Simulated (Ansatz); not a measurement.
The system is La.

```
La
1.0
    -2.22512    2.22512    2.22512
     2.22512   -2.22512    2.22512
     2.22512    2.22512   -2.22512
La
1
Cartesian
  0.0000 0.0000 0.0000
```

This isn't the form of La at room conditions, which is double hcp.

The cell isn't the ideal one: volume scaled by 1.15.

* Program: Ansatz 0.2.0
* Task: relaxation of cell and atoms
* Functional: RPBE-LYP
* Potentials or basis: all-electron LAPW, scalar-relativistic
* Basis error allowed: 0.0005 eV/atom
* k mesh: 7 × 7 × 7
* Occupations: methfessel-paxton, width 0.05 eV
* Spin: non-collinear spin, random start
* Starting moments: [[0.053, -0.053, -0.454]] μB

At the start: volume 44.07 Å³/atom.

Task: How do energy, volume and symmetry change on relaxing?

Result: Over 4 steps the energy falls by 3.4 meV/atom and the volume is 42.62 Å³/atom (-3.3 %); space group Im-3m (No. 229, to 0.05 Å); moment 0.41 μB per cell.

Step by step:
| step | energy change (eV) | largest force (eV/Å) | volume (Å³) |
| --- | --- | --- | --- |
| 1 | 0.0000 | 0.0000 | 44.07 |
| 2 | -0.0028 | 0.0000 | 43.23 |
| 3 | -0.0034 | 0.0000 | 42.62 |
| 4 | -0.0034 | 0.0000 | 42.62 |

Final structure:
```
CELL_PARAMETERS angstrom
-2.20044 2.20044 2.20044
2.20044 -2.20044 2.20044
2.20044 2.20044 -2.20044
ATOMIC_POSITIONS crystal
La 0.00000 0.00000 0.00000
```

Caveat: the program listed the state as in doubt.
